Anatase TiO2 (12-atom cell, a = 3.771, c = 9.546 Å) slid rigidly across a (001) plane along a − b, one fault a cell, unrelaxed. Ansatz 0.2.0, plane-wave PAW, PBEsol, scalar-relativistic, no spin polarisation; cutoff 420 eV, Gamma-centred 7×7×3 k mesh, Gaussian smearing of 0.05 eV. Fault energies are free energies relative to the undisturbed crystal.

```
slip (fraction of the slip vector)  fault energy (mJ/m²)  shear traction (GPa (slope of the fault energy along the slip))  gap on mesh (eV)
                                 0                     0                                                             0.00             2.104
                            0.0833                   545                                                            23.40             2.029
                            0.1667                  1848                                                            31.39             1.550
                              0.25                  3049                                                            21.14             1.101
                            0.3333                  3694                                                             7.95             0.868
                            0.4167                  3792                                                            -2.32             0.825
                               0.5                  3692                                                             0.00             0.871
```

One half of an anatase crystal is pushed as a rigid block over the other half, across a flat cut parallel to the (001) plane. The undisturbed crystal has space group I4_1/amd; the slid cells have lower symmetry. Slip 1 is a full repeat, √2 × 3.771 Å or 5.33 Å, after which the crystal is whole again. The fault energy is the extra energy per area of the cut. It peaks near slip 0.4 and has hardly dropped at 0.5, so the halfway position is almost as bad as the worst one.

The picture that comes to mind first is crowding. Two planes of oxygen face each other across the cut, and as they slide the oxygens have to squeeze past one another. They do: the closest O–O distance shrinks from 2.46 Å at the start to 2.07 Å at slip 0.25. By slip 0.5 it is back at 2.46 Å.

That return is what defeats crowding as the whole explanation. By geometry, the distances between the two facing oxygen planes are the same at any slip x and at 0.5 − x. An energy that depends only on these distances would be equal at slips 0.0833 and 0.4167, whereas the computed energies differ by a factor of seven. It would also be back at zero halfway, where the table has 3692 mJ/m².

Copper, slipped on its close-packed plane from one set of hollows to the next, comes closer to the crowding picture. Its atoms ride over those below and drop into new hollows, where each has a full set of near neighbours again, and most of the energy is given back. The comparison holds for the riding over and ends there. A copper atom accepts any copper atom as its new neighbour, while a titanium ion in anatase needs an oxygen at the right place.

That oxygen is what the slide takes away. Two Ti–O bonds per cell stand upright across the cut, and halfway they have lengthened from 1.98 to 3.32 Å, too long to count as bonds. The nearest substitute oxygen across the cut is 2.79 Å away, so the titanium is left with five close oxygens instead of six. Bond loss is thus the natural main cause of the energy that remains at slip 0.5, an argument from structure and ordinary chemistry.

The gap on mesh, the energy between filled and empty states at the sampled k points, points the same way. It falls from 2.10 eV to 0.87 eV halfway and does not recover when the oxygen distances do. PBEsol gaps are too small as a rule, and the sampled points can miss the band edges, so the broad change matters here more than the values.

Bond loss alone does not fit either. Between slips 0.4167 and 0.5 the upright bonds lengthen further, yet the energy falls by 100 mJ/m². A cost that only grows with the length of these bonds cannot do that. Something else must ease off over the last step.

Both effects together can account for the shape. In the first quarter of the path the bonds are being lost while the oxygens are closing in, so the two costs rise together and the climb is steep. In the second quarter bond loss continues but the oxygens move apart again, and the relief can offset part of the further loss. The shear traction, which is the slope of the energy, shows this lopsidedness: 31.4 GPa at slip 0.1667 against 8.0 GPa at 0.3333.

A simple formula follows from the repeats. The energy must come back after a full slip and be the same at x and 1 − x, which leaves only a series of cosine waves. Keeping the two longest gives

E(x) = A sin²(πx) + B sin²(2πx)

The A wave needs a full slip to repeat, like the match between titanium and oxygen. The B wave repeats after half a slip, like the distances between the facing oxygens.

Two rows are enough to set the constants. At slip 0.5 the second wave vanishes, so A is 3692 mJ/m². At slip 0.25 the first wave is at half height and the second at full height:

B = 3049 − 3692/2 = 1203 mJ/m²

At slip 0.1667, a row not used so far, the two squared sines are 0.25 and 0.75:

E = 0.25 × 3692 + 0.75 × 1203 = 1825 mJ/m²

The full calculation gives 1848 mJ/m², so the estimate is about 1 % low.

A least-squares fit of the same formula to all seven rows misses by 26 mJ/m² at worst. A bond-loss curve that levels off with bond length, fitted to the same rows with equally many constants, misses by up to 148 mJ/m². The two-wave fit has its own weak spot: its dip at slip 0.5 is only about half as deep as the computed one. The output below gives both fits row by row.

The formula separates two repeats, and these are not quite two causes. The A wave cannot come from the facing oxygen pairs. The B wave can hold their crowding, but also the way a bond's cost climbs early and then levels off, so B is no measure of repulsion. The stress along the cell height looks like a hint of crowding, since it peaks at slip 0.25, just where the oxygens are closest. It is an average over the whole cell, though, and the forces on single atoms show two patterns. The oxygens facing the cut are pushed away from it hardest at slip 0.25, as crowding would have it. The titanium ions next to the cut are driven away from it more strongly at slip 0.5 than at slip 0.25, although the oxygen distances have recovered by then. That fits an ion that has lost its oxygen on one side and is drawn towards the one left on the other.

The cause of the dip at slip 0.5 stays open. Relief of crowding may play a part, or the substitute oxygen may already attract the titanium a little. The dip is a minimum along this line of sliding, but not in every direction. One step earlier, at slip 0.4167, the computed forces and stresses drive the upper block back towards halfway along one cell edge and further away from it along the other. Halfway is therefore most likely a saddle, and a crystal free to move sideways would slide off it. This pattern fits oxygens that repel each other. Halfway, the nearest oxygens across the cut lie along the first of these edges, so a step that way squeezes one pair, while a step along the other edge eases them all. The substitute oxygen sits in line with the titanium and would by itself act alike along both edges. How much each adds to the dip is not settled by this.

For practical work, the first step is to list which bonds cross the plane and ask whether each ion finds a new partner at the end of the slide. The second is to find where the contacts are tightest. Unreplaced bonds keep the energy high at the end, and tight contacts midway can make the early climb steeper. The energy at slip 0.5 alone is a poor guide to the resistance: a single wave through it would put the highest traction at 21.8 GPa, and the table's highest value is 44 % above that.

None of these tractions is the strength of a real grain or coating. The atoms were held rigidly in place, and letting them relax at each slip would lower the energies. The faults also repeat once per cell height, and their effect on each other was not tested. Real crystals yield through defects, long before a whole plane slides at once. For a strength estimate the path should be relaxed first, with closely spaced points around the steepest part of the climb, which in this table is near slip 0.1667.

Printed output of the fit:

```
fit of fault_energy on 7 rows: coefficient of w1 3713 +/- 13, coefficient of w2 1209 +/- 15; rms 14.9, worst 0.4167 -25.8, leave-one-out rms 27.4
fit of fault_energy on 7 rows: coefficient of (1-exp(-s*ext)) 3865 +/- 59, s 3.667; rms 95.4, worst 0.3333 -148, leave-one-out rms 150
Distances in A, stresses in GPa, misses in mJ/m2:
     row  apical Ti-O  closest O-O  new Ti-O  stress along height  stress along b  two-wave miss  bond-only miss
     0.0        1.982        2.458      3.86              0.01432        -0.03932              0               0
  0.0833        2.031        2.248     3.568               0.3104          -1.549           5.57           92.58
  0.1667        2.172        2.112     3.309                1.919          -6.186         -12.43           92.79
    0.25        2.388        2.065     3.093                2.809          -11.12          16.46          -54.33
  0.3333        2.662        2.112     2.929                 2.35          -15.07         -2.778          -148.4
  0.4167        2.977        2.248     2.826                1.401          -18.84         -25.79          -27.67
     0.5        3.322        2.458     2.791               0.5306          -20.16          20.65           144.4
Energy at slip 0.4167 over that at its mirror point 0.0833 (ratio): 6.958
Energy at slip 0.3333 over that at its mirror point 0.1667 (ratio): 1.999
Fall of the energy from slip 0.4167 to 0.5 (mJ/m2): 100
Same fall in the two-wave form (mJ/m2): 53.56
Second wave over first wave, a dip needs more than 0.25 (ratio): 0.3257
Energy at quarter slip above a single wave through slip 0.5 (mJ/m2): 1203
Highest traction of that single wave (GPa): 21.75
Highest traction in the table over that of the single wave (ratio): 1.443
Energy at slip 0.5 shared over two cut bonds a cell (eV a bond): 1.638
Largest miss of the two-wave form (mJ/m2): 25.79
Largest miss of the bond-only form (mJ/m2): 148.4
Rank correlation of gap and fault energy: -1
```
